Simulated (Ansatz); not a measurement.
Runs of Ansatz 0.2.0 on HfO2. The structure is cubic, space group Fm-3m (No. 225). Conventional cell: a = 5.115 Å, b = 5.115 Å, c = 5.115 Å, α = 90.00°, β = 90.00°, γ = 90.00°. Hf (site symmetry m-3m) is surrounded by 8 O at 2.21 Å. O (site symmetry -43m) has 4 Hf at 2.21 Å as nearest neighbours. Measurements of this composition are mostly on another form, of space group No. 14.

```csv
task,level,potentials or basis,spin,U,fixed moment (μB),cell,k mesh,cutoff (eV),smearing,start of the occupations,double counting,hubbard projectors,kpoints mp grid shift,other keys,gap on the mesh (eV),pressure (GPa),V0 of scaled cells (Å³/atom),B0 (GPa)
equation of state,PBEsol+D3(BJ)+ATM,"all-electron LAPW, scalar-relativistic","collinear, zero start, total moment locked",-,0.0,as given,9 × 9 × 9,-,fermi-dirac 0.05 eV,-,-,-,-,-,-,-,(a),272
single point,PBEsol+D4+U,"all-electron LAPW, relativistic spinors","SOC, no magnetisation",Hf d U = 7 eV,-,as given,7 × 7 × 7,372,methfessel-paxton 0.15 eV,auto,fll,atomic,"[0.5, 0.5, 0.5]","kpoints.mp_grid.shift = [0.5, 0.5, 0.5]",(b),-4.4,-,-
equation of state,PBE,"all-electron LAPW, scalar-relativistic",off,-,-,as given,9 × 9 × 9,-,fermi-dirac 0.05 eV,-,-,-,-,-,-,-,11.04,(c)
relaxation of the atoms,PBE+D4+U,"all-electron LAPW, scalar-relativistic","collinear, ferromagnetic start",Hf d U = 3.5 eV,-,atoms relaxed from: cell strained at random at fixed volume,7 × 7 × 7,-,fermi-dirac 0.1 eV,random,fll,ortho-atomic,-,-,4.40,-0.5,-,-
single point,PBE,"all-electron LAPW, scalar-relativistic",off,-,-,as given,9 × 9 × 9,371,fermi-dirac 0.05 eV,-,-,-,-,-,3.82,-2.5,-,-
```

Alike in all rows: basis error allowed 0.001 eV/atom.

**Question.** Estimate the missing entries.

**Answer.** (a) 10.58; (b) 4.97; (c) 246.

Caveats: an odd mesh through Γ misses points on the zone boundary, where band edges often lie (some runs); U is the effective U less J, on atomic orbitals that reach past the spheres (some runs); spin-orbit coupling is left out, which moves the levels of the heavy elements (some runs); the total moment is fixed, so each spin has its own Fermi level (some runs); the typed start of the occupations wasn't kept (some runs); the starting moments weren't kept (some runs).

A k mesh can miss the band edges, and rows without SOC leave out spin-orbit coupling on Hf.

The runs don't all hold the same shells in valence.
